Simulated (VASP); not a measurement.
# Ru (P6_3/mmc) in VASP: notebook, part 2 of 2

VASP 6.6.1. The steps go on from the part before.

## (3) Electrostatic potential, PBE

This run uses another cell than the first one, of 13.76 Å³/atom, 1.033 times its volume.

Contents of INCAR:

```
  PREC = Accurate
  ENCUT = 520
  EDIFF = 1E-7
  ISMEAR = 1
  SIGMA = 0.1
  LREAL = F
  LASPH = T
  NELM = 80
  ALGO = Normal
  ISIF = 2
  LWAVE = F
  LCHARG = T
  GGA = PE
  LVHAR = T
```

Contents of KPOINTS:

```
regular mesh
0
Gamma
  18 18 10
```

Contents of POSCAR:

```
Ru                                      
1.0
    2.7191580502      0.0000000000     -0.0000000000
   -1.3595790251      2.3548599523     -0.0000000000
    0.0000000000      0.0000000000      4.2969630130
  Ru            
     2
Direct
     0.3333333300000021    0.6666666699999979    0.2500000000000000
     0.6666666699999979    0.3333333300000021    0.7500000000000000
```

Potentials or basis: VASP PAW PBE potentials, release 64 (Ru_pv).

Command:

```console
cat potpaw_PBE.64/Ru_pv/POTCAR > POTCAR
mpirun -np 1 vasp_std > vasp.out
```

OUTCAR:

```text
PREC = Accurate
   ENCUT = 520
   EDIFF = 1E-7
   ISMEAR = 1
   LREAL = F
   LASPH = T
   NELM = 80
   ISIF = 2
   GGA = PE

 ion  position               nearest neighbor table
   1  0.333  0.667  0.250-   2 2.66   2 2.66   2 2.66   2 2.66   2 2.66   2 2.66
   2  0.667  0.333  0.750-   1 2.66   1 2.66   1 2.66   1 2.66   1 2.66   1 2.66

  LATTYP: Found a hexagonal cell.
 ALAT       =     2.7191580502
 C/A-ratio  =     1.5802549663

  Lattice vectors:

 A1 = (   2.7191580502,   0.0000000000,   0.0000000000)
 A2 = (  -1.3595790251,   2.3548599523,   0.0000000000)
 A3 = (   0.0000000000,   0.0000000000,   4.2969630130)

Analysis of symmetry for initial positions (statically):
=====================================================================
 Subroutine PRICEL returns:
 Original cell was already a primitive cell.

 Routine SETGRP: Setting up the symmetry group for a
 hexagonal supercell.

 Subroutine GETGRP returns: Found 24 space group operations
 (whereof 12 operations were pure point group operations)
 out of a pool of 24 trial point group operations.

The static configuration has the point symmetry D_3d.
 The point group associated with its full space group is D_6h.

Analysis of symmetry for dynamics (positions and initial velocities):
=====================================================================
 Subroutine PRICEL returns:
 Original cell was already a primitive cell.

 Routine SETGRP: Setting up the symmetry group for a
 hexagonal supercell.

 Subroutine GETGRP returns: Found 24 space group operations
 (whereof 12 operations were pure point group operations)
 out of a pool of 24 trial point group operations.

The dynamic configuration has the point symmetry D_3d.
 The point group associated with its full space group is D_6h.

 Subroutine INISYM returns: Found 24 space group operations
 (whereof 12 operations are pure point group operations),
 and found     1 'primitive' translations

----------------------------------------------------------------------------------------

                                     Primitive cell

  volume of cell :      27.5145

  direct lattice vectors                    reciprocal lattice vectors
     2.719158050  0.000000000  0.000000000     0.367760896  0.212326852  0.000000000
    -1.359579025  2.354859952  0.000000000     0.000000000  0.424653704  0.000000000
     0.000000000  0.000000000  4.296963013     0.000000000  0.000000000  0.232722506

  length of vectors
     2.719158050  2.719158054  4.296963013     0.424653704  0.424653704  0.232722506

  position of ions in fractional coordinates (direct lattice)
     0.333333330  0.666666670  0.250000000
     0.666666670  0.333333330  0.750000000

  ion indices of the primitive-cell ions
   primitive index   ion index
                 1           1
                 2           2

----------------------------------------------------------------------------------------

 KPOINTS: regular mesh

Automatic generation of k-mesh.
 Grid dimensions read from file:
 generate k-points for:   18   18   10

 Generating k-lattice:

  Cartesian coordinates                     Fractional coordinates (reciprocal lattice)
     0.020431161  0.011795936  0.000000000     0.055555556 -0.000000000  0.000000000
     0.000000000  0.023591872  0.000000000     0.000000000  0.055555556  0.000000000
     0.000000000  0.000000000  0.023272251     0.000000000  0.000000000  0.100000000

  Length of vectors
     0.023591872  0.023591872  0.023272251

  Shift w.r.t. Gamma in fractional coordinates (k-lattice)
     0.000000000  0.000000000  0.000000000

 Subroutine IBZKPT returns following result:
 ===========================================

 Found    222 irreducible k-points:

 Following reciprocal coordinates:
            Coordinates               Weight
  0.000000  0.000000  0.000000      1.000000
  0.055556  0.000000  0.000000      6.000000
  0.111111  0.000000  0.000000      6.000000
  0.166667  0.000000  0.000000      6.000000
  0.222222  0.000000  0.000000      6.000000
  0.277778  0.000000  0.000000      6.000000
[... 16 lines left out ...]
  0.333333  0.111111  0.000000     12.000000
  0.388889  0.111111  0.000000     12.000000
 [... further k-points ...]
   k-points           NKPTS =    222   k-points in BZ     NKDIM =    222   number of bands    NBANDS=     18
   number of dos      NEDOS =    301   number of ions     NIONS =      2
   total plane-waves  NPLWV =  12800
   dimension x,y,z NGX =    20 NGY =   20 NGZ =   32
   dimension x,y,z NGXF=    40 NGYF=   40 NGZF=   64
   ions per type =               2
   NGX,Y,Z   is equivalent  to a cutoff of  12.23, 12.23, 12.38 a.u.
   NGXF,Y,Z  is equivalent  to a cutoff of  24.46, 24.46, 24.76 a.u.
 SYSTEM =  unknown system
   PREC   = accura    normal or accurate (medium, high low for compatibility)
   ISTART =      0    job   : 0-new  1-cont  2-samecut
   ICHARG =      2    charge: 1-file 2-atom 10-const
   ISPIN  =      1    spin polarized calculation?
   LNONCOLLINEAR =      F non collinear calculations
   LSORBIT =      F    spin-orbit coupling
   LASPH  =      T    aspherical Exc in radial PAW
   ENCUT  =  520.0 eV  38.22 Ry    6.18 a.u.   5.06  5.06  7.99*2*pi/ulx,y,z
   NELM   =     80;   NELMIN=  2; NELMDL= -5     # of ELM steps
   EDIFF  = 0.1E-06   stopping-criterion for ELM
   LREAL  =      F    real-space projection
   EDIFFG = 0.1E-05   stopping-criterion for IOM
   NSW    =      0    number of steps for IOM
   IBRION =     -1    ionic relax: 0-MD 1-quasi-New 2-CG
   NFREE  =      0    steps in history (QN), initial steepest desc. (CG)
   ISIF   =      2    stress and relaxation
   ISYM   =      2    0-nonsym 1-usesym 2-fastsym
   POTIM  = 0.5000    time-step for ionic-motion
   TEBEG  =    0.0;   TEEND  =   0.0 temperature during run
   PSTRESS=    0.0 pullay stress
   NELECT =      28.0000    total number of electrons
   NUPDOWN=      -1.0000    fix difference up-down
   EMIN   =  10.00;   EMAX   =-10.00  energy-range for DOS
   EFERMI =   0.00;   METHOD = LEGACY
   ISMEAR =     1;   SIGMA  =   0.10  broadening in eV -4-tet -1-fermi 0-gaus
   EFERMI_NEDOS =   21; number of points for ismear=-14 and -15
   IALGO  =     38    algorithm
   IMIX   =      4    mixing-type and parameters
     AMIX     =   0.40;   BMIX     =  1.00
     AMIX_MAG =   1.60;   BMIX_MAG =  1.00
  volume/ion in A,a.u.               =      13.76        92.84
  Fermi-wavevector in a.u.,A,eV,Ry     =   1.646672  3.111759 36.892591  2.711529
  Thomas-Fermi vector in A             =   2.736261
   LORBIT       =      0    0 simple, 1 ext, 2 COOP (PROOUT), +10 PAW based schemes
   GGA     = PE    functional components
   LHFCALC =     F    Hartree Fock is set to
   AEXX    =    0.0000 exact exchange contribution
   IVDW    =     0    specifies the selected vdW correction
   LEPSILON=     F    determine dielectric tensor
   LRPA    =     F    only Hartree local field effects (RPA)
 non-spin polarized calculation
 Methfessel and Paxton  Order N= 1 SIGMA  =   0.10
  energy-cutoff  :      520.00
  volume of cell :       27.51
 maximum number of plane-waves:       759
   NGX = 11   NGY = 11   NGZ = 15

 number of electron      28.0000013 magnetization

 Free energy of the ion-electron system (eV)
  ---------------------------------------------------
  ext. energy  EPLUGINS =         0.00000000
  ---------------------------------------------------
  free energy    TOTEN  =       -18.46705034 eV

  energy without entropy =      -18.46638750  energy(sigma->0) =      -18.46682939

 E-fermi :  12.5889     XC(G=0): -14.0375

 val. band max:       12.5853600089   @ k =   0.1667   0.0000   0.4000
 cond. band min:      12.5925584757   @ k =   0.1667   0.1111   0.3000
 fundamental gap:      0.0071984668
 Fermi energy:        12.5888963525

 k-point     1 :       0.0000    0.0000    0.0000
  band No.  band energies     occupation
      1     -30.9989      2.00000
      2     -30.1040      2.00000
      3     -30.1040      2.00000
      4     -29.9395      2.00000
      5     -29.9395      2.00000
      6     -29.9009      2.00000
[... 10 lines left out ...]
     17      13.7597     -0.00000
     18      13.8952     -0.00000
[... 463 lines left out ...]
 k-point    24 :       0.3889    0.1111    0.0000
  band No.  band energies     occupation
      1     -30.7700      2.00000
      2     -30.5944      2.00000
      3     -30.5392      2.00000
      4     -30.3593      2.00000
      5     -30.1800      2.00000
      6     -30.1041      2.00000
[... 10 lines left out ...]
     17      16.2823      0.00000
     18      19.8927      0.00000

 [... further k-points ...]

------------------------ aborting loop because EDIFF is reached ----------------------------------------

  FORCE on cell =-STRESS in cart. coord.  units (eV):
  Direction    XX          YY          ZZ          XY          YZ          ZX
  --------------------------------------------------------------------------------------
  -------------------------------------------------------------------------------------
  Total        0.0070857      0.0070857      0.0056713      0.0000000      0.0000000      0.0000000
  in kB        0.4126038      0.4126038      0.3302401      0.0000000      0.0000000      0.0000000
  external PRESSURE =       0.3851492 kB  Pullay stress =       0.0000000 kB

 VOLUME and BASIS-vectors are now :
 -----------------------------------------------------------------------------
  energy-cutoff  :      520.00
  volume of cell :       27.51
      direct lattice vectors                 reciprocal lattice vectors
     2.719158050  0.000000000  0.000000000     0.367760896  0.212326852  0.000000000
    -1.359579025  2.354859952  0.000000000     0.000000000  0.424653704  0.000000000
     0.000000000  0.000000000  4.296963013     0.000000000  0.000000000  0.232722506

 POSITION                                       TOTAL-FORCE (eV/Angst)
 -----------------------------------------------------------------------------------
     -0.00000      1.56991      1.07424         0.000000      0.000000      0.000000
      1.35958      0.78495      3.22272         0.000000     -0.000000      0.000000
 -----------------------------------------------------------------------------------
    total drift:                               -0.000004      0.000003     -0.000000

  FREE ENERGIE OF THE ION-ELECTRON SYSTEM (eV)
  ---------------------------------------------------
  free  energy   TOTEN  =       -18.4670503395 eV

  energy  without entropy=      -18.4663874996  energy(sigma->0) =      -18.46682939
```

OSZICAR:

```text
N       E                     dE             d eps       ncg     rms          rms(c)
DAV:   1     0.287863779021E+03    0.28786E+03   -0.18177E+04  8000   0.173E+03
DAV:   2    -0.129667407172E+02   -0.30083E+03   -0.29515E+03  8486   0.496E+02
DAV:   3    -0.197535671789E+02   -0.67868E+01   -0.65792E+01  8418   0.792E+01
DAV:   4    -0.198245353936E+02   -0.70968E-01   -0.70736E-01  9712   0.716E+00
DAV:   5    -0.198255675612E+02   -0.10322E-02   -0.10321E-02  8702   0.820E-01    0.172E+01
DAV:   6    -0.185564447628E+02    0.12691E+01   -0.34520E+00  8058   0.195E+01    0.441E+00
DAV:   7    -0.184752038704E+02    0.81241E-01   -0.25177E-01  8190   0.474E+00    0.108E+00
DAV:   8    -0.184669854438E+02    0.82184E-02   -0.68278E-03  8266   0.982E-01    0.147E-01
DAV:   9    -0.184670379855E+02   -0.52542E-04   -0.46998E-04 10512   0.227E-01    0.480E-02
DAV:  10    -0.184670441586E+02   -0.61730E-05   -0.16865E-05  8506   0.443E-02    0.186E-02
DAV:  11    -0.184670503868E+02   -0.62282E-05   -0.10973E-06  8624   0.108E-02    0.205E-03
DAV:  12    -0.184670503395E+02    0.47312E-07   -0.37841E-08  4732   0.161E-03
   1 F= -.18467050E+02 E0= -.18466829E+02  d E =-.662840E-03
```

It took 40 s on 1 thread of Intel Xeon Platinum 8488C (Sapphire Rapids), shared host; peak memory 0.21 GiB.

What came out:

```yaml
Free_energy: -18.4671 eV
Pressure: 0.0 GPa
Band_gap_on_the_k_mesh: none (metal or under the smearing width)
```
